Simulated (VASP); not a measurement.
InSe:

```
CELL_PARAMETERS angstrom
4.05614 0.00000 0.00000
-2.02807 3.51272 0.00000
0.00000 0.00000 16.74919
ATOMIC_POSITIONS crystal
In 0.00000 0.00000 0.58376
In 0.00000 0.00000 0.41624
In 0.33333 0.66667 0.91623
In 0.33333 0.66667 0.08377
Se 0.66667 0.33333 0.83921
Se 0.66667 0.33333 0.16079
Se 0.33333 0.66667 0.66068
Se 0.33333 0.66667 0.33932
```

Measurements of this composition are mostly on another form, of space group No. 160.

Base run:

| Quantity | Value |
| --- | --- |
| Program | VASP 6.6.1 |
| Functional | PBEsol |
| Potentials or basis | VASP PAW PBE potentials, release 64 (In_d, Se) |
| Cutoff | 520 eV |
| k mesh | 9 × 9 × 2 |
| Occupations | gaussian, width 0.03 eV |
| Spin | no spin polarisation |

Its results: band gap on the k mesh 0.16 eV, direct.

Question: The run is repeated on the same cell with these changes: functional from PBEsol to TB-mBJ. What comes out?

Answer: Band gap on the k mesh 1.07 eV, direct.

Caveats: spin-orbit coupling is left out, which moves the levels of the heavy elements.
